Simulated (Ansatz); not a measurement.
CdS (Greenockite):

```
Cd S
1.0
     4.15000    0.00000    0.00000
    -2.07500    3.59401    0.00000
     0.00000    0.00000    6.73700
Cd S
2 2
Cartesian
  2.0750 1.1980 3.3685
  0.0000 2.3960 0.0000
  2.0750 1.1980 5.8949
  0.0000 2.3960 2.5264
```

```yaml
Program: Ansatz 0.2.0
Task: relaxation of cell and atoms
Functional: RPBE
Potentials_or_basis: Ansatz PAW
Cutoff: "420 eV (not typed: the program's choice for these potentials)"
k_mesh: 7 × 7 × 4
Occupations: fermi-dirac, width 0.05 eV
Spin: no spin polarisation
```

At the start: volume 25.12 Å³/atom.

Q: Where does the relaxation end?

A: It ends after 5 steps and the volume is 27.12 Å³/atom (+8.0 %); space group P6_3mc (No. 186, to 0.05 Å).

The path:
| step | energy change (eV) | largest force (eV/Å) | volume (Å³) |
| --- | --- | --- | --- |
| 1 | 0.0000 | 0.0700 | 100.48 |
| 2 | -0.0981 | 0.0310 | 108.21 |
| 3 | -0.0983 | 0.0154 | 108.45 |
| 4 | -0.0984 | 0.0001 | 108.49 |
| 5 | -0.1001 | 0.0001 | 108.49 |

Final structure:
```yaml
crystal:
  lattice:
    - [4.25435, 0.00000, 0.00000]
    - [-2.12718, 3.68438, 0.00000]
    - [0.00000, 0.00000, 6.92106]
  atoms:
    - { symbol: Cd, position: [0.66667, 0.33333, 0.49913] }
    - { symbol: Cd, position: [0.33333, 0.66667, 0.99913] }
    - { symbol: S, position: [0.66667, 0.33333, 0.87587] }
    - { symbol: S, position: [0.33333, 0.66667, 0.37587] }
```

Caveat: the plane-wave basis is chosen anew once the cell has moved, so the energies of steps on either side of that aren't comparable; the PAW data sets come from PBE, with cores solved anew for the run's functional, which leaves a small shift of forces and pressure.
